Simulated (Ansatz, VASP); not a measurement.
ZrSi2: VASP beside Ansatz

```
Zr Si
1.0
     4.58867   -2.31828    0.00000
     4.58867    2.31828    0.00000
     0.00000    0.00000    4.64253
Zr Si
2 4
Direct
  0.75004 0.24996 0.75000
  0.24996 0.75004 0.25000
  0.94023 0.44081 0.25000
  0.55919 0.05977 0.25000
  0.44081 0.94023 0.75000
  0.05977 0.55919 0.75000
```

Change from the starting cell: species swapped into the VAu2 type (Cmcm, No. 63).

Alike in both runs: functional PBE; k mesh 4 × 4 × 4; occupations gaussian, width 0.2 eV; no spin polarisation.

Ansatz relaxed the structure, and its values are those at the end. VASP's run is a single point on that final structure, the one shown.

```csv
,VASP,Ansatz
version,VASP 6.6.1,Ansatz 0.2.0
potentials or method,"VASP PAW PBE potentials, release 64 (Zr_sv, Si)","scalar-relativistic, plane waves, PAW"
plane-wave cutoff (eV),520,420
valence electrons in the cell,40,40
```

```csv
,VASP,Ansatz,Ansatz less VASP
gap on the k mesh at the Fermi level (eV),none,none,-
pressure (GPa),0.3,0.3,-0.02
rms of the force components (eV/Å),0.004,0.003,-0.0016
```

A gap of «none» marks a metal or a gap that the smearing closes.

Caveats: the k mesh is coarse (spacing up to 0.38 Å⁻¹), so the values aren't converged.
